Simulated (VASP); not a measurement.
ZrS2:

```
Zr S
1.0
     3.69138    0.00000    0.00000
    -1.84569    3.19683    0.00000
     0.00000    0.00000    6.04108
Zr S
1 2
Direct
  0.00000 0.00000 0.00000
  0.66667 0.33333 0.76209
  0.33333 0.66667 0.23791
```

The cell is a database's computed one.

```yaml
Program: VASP 6.6.1
Task: relaxation of cell and atoms
Functional: PBE
Dispersion: D3(BJ)
Potentials_or_basis: VASP PAW PBE potentials, release 64 (Zr_sv, S)
Cutoff: 600 eV
k_mesh: 9 × 9 × 5
Occupations: gaussian, width 0.03 eV
Spin: no spin polarisation
```

At the start: pressure -1.9 GPa; volume 23.76 Å³/atom.

**Question.** How do energy, volume and symmetry change on relaxing?

**Answer.** Over 12 steps the energy falls by 13.6 meV/atom and the volume is 21.84 Å³/atom (-8.1 %); space group P-3m1 (No. 164, to 0.05 Å).

Step by step:
```
step  energy change (eV)  largest force (eV/Å)  pressure (GPa)  volume (Å³)
   1              0.0000                0.0633           -1.91        71.29
   2             -0.0046                0.4994            1.84        68.40
   3             -0.0109                0.3056            0.15        69.63
   4             -0.0179                0.2029            0.02        69.18
   5             -0.0218                0.0401           -0.18        68.48
   6             -0.0279                0.0380           -0.13        67.81
   7             -0.0396                0.0286            0.18        65.81
   8             -0.0049                0.0661            1.74        61.81
   9             -0.0399                0.0798            0.57        65.35
  10             -0.0309                0.2838           -2.04        66.27
  11             -0.0408                0.0047           -0.04        65.56
  12             -0.0408                0.0023           -0.03        65.52
```

Final structure:
```yaml
crystal:
  lattice:
    - [3.63517, 0.00000, 0.00000]
    - [-1.81759, 3.14815, 0.00000]
    - [0.00000, 0.00000, 5.72501]
  atoms:
    - { symbol: Zr, position: [0.00000, 0.00000, 0.00000] }
    - { symbol: S, position: [0.66667, 0.33333, 0.74487] }
    - { symbol: S, position: [0.33333, 0.66667, 0.25513] }
```
